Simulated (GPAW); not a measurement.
SiC (Moissanite):

```
CELL_PARAMETERS angstrom
3.07600 0.00000 0.00000
-1.53800 2.66389 0.00000
0.00000 0.00000 5.04800
ATOMIC_POSITIONS crystal
Si 0.66667 0.33333 0.50000
Si 0.33333 0.66667 0.00000
C 0.66667 0.33333 0.88500
C 0.33333 0.66667 0.38500
```

Base run:

| Item | Value |
| --- | --- |
| Program | GPAW 26.7.0 |
| Functional | LDA |
| Potentials or basis | the program's PAW data sets (release 1.2.1) made for this functional |
| Cutoff | 800 eV |
| Basis | pw |
| k mesh | 7 × 7 × 4 |
| Occupations | fermi-dirac, width 0.05 eV |
| Spin | no spin polarisation |

Its results: pressure -2.8 GPa; largest force 0.743 eV/Å.

**Question.** The run is repeated on the same cell with these changes: functional from LDA to RPBE. What comes out?

**Answer.** Pressure 8.3 GPa; largest force 0.776 eV/Å.

RPBE binds less tightly than LDA, so the same cell stands under more pressure.
